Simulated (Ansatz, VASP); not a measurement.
# Two plane-wave programs on HfO2

Contents of INCAR:

```
PREC = Accurate ; ENCUT = 520
EDIFF = 1E-7 ; ISMEAR = 0
SIGMA = 0.01 ; LREAL = False
LASPH = True ; NELM = 60
ALGO = Normal ; ISIF = 2
LWAVE = False ; LCHARG = False
GGA = PE ; NBANDS = 18
```

The input KPOINTS:

```
regular mesh
0
Gamma
  9 9 9
```

The input POSCAR:

```
HfO2
1.0
    0.0000000000      2.5575000000      2.5575000000
    2.5575000000      0.0000000000      2.5575000000
    2.5575000000      2.5575000000      0.0000000000
Hf O
1 2
Direct
    0.0000000000      0.0000000000      0.0000000000
    0.2500000000      0.2500000000      0.2500000000
    0.7500000000      0.7500000000      0.7500000000
```

Input for Ansatz:

```yaml
crystal:
  lattice:
    - [0.0, 2.5575, 2.5575]
    - [2.5575, 0.0, 2.5575]
    - [2.5575, 2.5575, 0.0]
  atoms:
    - { symbol: Hf, position: [0.0, 0.0, 0.0] }
    - { symbol: O, position: [0.25, 0.25, 0.25] }
    - { symbol: O, position: [0.75, 0.75, 0.75] }
basis:
  ecutwfc: 420.0
kpoints:
  mp_grid:
    grid: [9, 9, 9]
hamiltonian:
  xc: pbe
scf:
  occupations:
    method: fixed
output:
  eigenvalues: true
```

Measurements of this composition are mostly on another form, of space group No. 14.

Alike in both runs: task single point; functional PBE; k mesh 9 × 9 × 9; no spin polarisation.

```csv
,VASP,Ansatz
version,VASP 6.6.1,Ansatz 0.2.0
potentials or method,"VASP PAW PBE potentials, release 64 (Hf_pv, O)","plane waves, PAW"
plane-wave cutoff (eV),520,420
occupations,"gaussian, width 0.01 eV",fixed
valence electrons in the cell,22,38
```

```tsv
	VASP	Ansatz	Ansatz less VASP
gap on the k mesh at the Fermi level (eV)	3.84	3.83	-0.008
```

The two sets of potentials don't hold the same shells in valence.

Caveats: spin-orbit coupling is left out, which moves the levels of the heavy elements; an odd mesh through Γ misses points on the zone boundary, where band edges often lie. Expect the measured gap to be larger: semilocal functionals such as PBE lack the derivative discontinuity.
